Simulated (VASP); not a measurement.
**Te$_{2}$Mo (rutile): gaps by functional in VASP**

```
Mo Te
1.0
     6.64198    0.00000    0.00000
     0.00000    6.64198    0.00000
     0.00000    0.00000    3.62748
Mo Te
2 4
Direct
  0.00000 0.00000 0.00000
  0.50000 0.50000 0.50000
  0.28632 0.28632 0.00000
  0.21368 0.78632 0.50000
  0.78632 0.21368 0.50000
  0.71368 0.71368 0.00000
```

All runs share this cell. Band v is the last that the valence electrons fill when counted band by band, and c is the next. A negative gap between them is a band overlap, as in a metal.

```tsv
level	gap (eV)	least direct gap (eV)	pressure (GPa)
PBE	-0.82	0.00	0.8
LDA	-0.82	0.00	-4.4
PBEsol	-0.82	0.00	-2.8
```
